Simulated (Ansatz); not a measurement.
The system is AlNi3.

```xyz
4
Lattice="3.5231 0.0000 0.0000 0.0000 3.5231 0.0000 0.0000 0.0000 3.5231" Properties=species:S:1:pos:R:3 pbc="T T T"
Ni    1.7615    1.7615    0.0000
Ni    1.7615    0.0000    1.7615
Ni    0.0000    1.7615    1.7615
Al    0.0000    0.0000    0.0000
```

The cell is a database's computed one.

| Quantity | Value |
| --- | --- |
| Program | Ansatz 0.2.0 |
| Task | relaxation of cell and atoms |
| Functional | RPBE |
| Dispersion | D3(BJ) |
| Potentials or basis | all-electron LAPW, scalar-relativistic |
| Basis error allowed | 0.002 eV/atom |
| k mesh | 6 × 6 × 6 |
| Occupations | fermi-dirac, width 0.05 eV |
| Spin | collinear spin, ferromagnetic start |
| Starting moments | [1.0, 1.0, 1.0, 0.0] μB |

At the start: volume 10.93 Å³/atom.

Where does the relaxation end?

Over 6 steps the energy falls by 79.0 meV/atom and the volume is 9.86 Å³/atom (-9.8 %); space group Pm-3m (No. 221, to 0.05 Å); moment 0.65 μB per cell.

The path:
```
step  energy change (eV)  largest force (eV/Å)  volume (Å³)
   1              0.0000                0.0000        43.73
   2             -0.2473                0.0000        41.34
   3             -0.3131                0.0000        39.07
   4             -0.3160                0.0000        39.47
   5             -0.3160                0.0000        39.44
   6             -0.3160                0.0000        39.44
```

Final structure:
```
Ni Al
1.0
     3.40399    0.00000    0.00000
     0.00000    3.40399    0.00000
     0.00000    0.00000    3.40399
Ni Al
3 1
Direct
  0.50000 0.50000 0.00000
  0.50000 0.00000 0.50000
  0.00000 0.50000 0.50000
  0.00000 0.00000 0.00000
```

Caveat: the k mesh is thin for a metal, which can move the energy by tens of meV per atom.
